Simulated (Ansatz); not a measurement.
This script makes relaxations under a series of pressures of Si, space group P6_3/mmc with Ansatz 0.2.0, Python API.

The script, `compress_si.py`:
```python
"""Cell of Si under pressure."""

import ansatz as az
import numpy as np

def edges_and_angles(cell):
    cell = np.asarray(cell)
    a, b, c = np.linalg.norm(cell, axis=1)
    cosines = cell[1] @ cell[2] / (b * c), cell[0] @ cell[2] / (a * c), cell[0] @ cell[1] / (a * b)
    return (a, b, c, *np.degrees(np.arccos(cosines)))

lattice = az.Lattice.of(
    [2.444, 0.0, 0.0],
    [-1.222, 2.11657, 0.0],
    [0.0, 0.0, 4.152],
)
sites = [
    ("Si", [1 / 3, 2 / 3, 0.25]),
    ("Si", [2 / 3, 1 / 3, 0.75]),
]
cell = az.Crystal(lattice=lattice)
for symbol, position in sites:
    cell = cell.atom(symbol, position)

base = (
    cell.calculation()
    .functional("PBE")
    .pseudopotentials("paw")
    .basis(470)
    .kpoints(15, 15, 8)
    .occupations("methfessel_paxton", width=0.15)  # smearing steadies the SCF of a metal
)

# H = F + PV, with 1 GPa A^3 = 1/160.21766 eV
rows = []
for pressure in [0, 10, 20, 30, 40]:
    result = base.relax(cell=True, pressure=pressure).run(threads=1)
    cell = result.lattice.cell_ang
    n_atoms = len(result.lattice.sites)
    volume = abs(np.linalg.det(cell)) / n_atoms
    enthalpy = result.report["free_energy_ev"] / n_atoms + pressure * volume / 160.21766
    rows.append((pressure, volume, enthalpy, *edges_and_angles(cell)))
    print(f"{pressure} GPa done: {volume:.4f} A^3/atom")

print(" P (GPa)  V (A^3/atom)  H (eV/atom)     a       b       c")
for row in rows:
    print("{:8.1f} {:12.4f} {:14.5f} {:7.4f} {:7.4f} {:7.4f}".format(*row[:6]))
p, v = np.array([row[0] for row in rows], float), np.array([row[1] for row in rows])
print("mean bulk modulus between rows (GPa):", np.round(-np.diff(p) / np.diff(np.log(v)), 1))
```

From its runs, with one value withheld:

| P (GPa) | relaxed V (Å³/atom) |
| --- | --- |
| 0 | 14.312 |
| 10 | 13.052 |
| 20 | 12.220 |
| 30 | 11.609 |
| 40 | ? |

What volume does the cell relax to at 40 GPa?

Murnaghan's form V = V0 (1 + B' P / B0)^(-1/B') through the 4 rows shown gives V0 = 14.313 Å³, B0 = 88.4 GPa and B' = 4.30, and so 11.132 Å³ an atom at 40 GPa. The run gave 11.120 Å³, 0.11 % away.

What to keep in mind:
- At a fixed pressure a relaxation lowers the enthalpy F + PV, while F alone can rise.
- This isn't the structure that Si takes at ambient conditions.
- Symmetry holds the cell in this phase, whether or not it is the stable one at each pressure.
- Timing: 53 s on 1 thread of Arm Neoverse V1, on a shared host, peak memory 0.41 GiB.
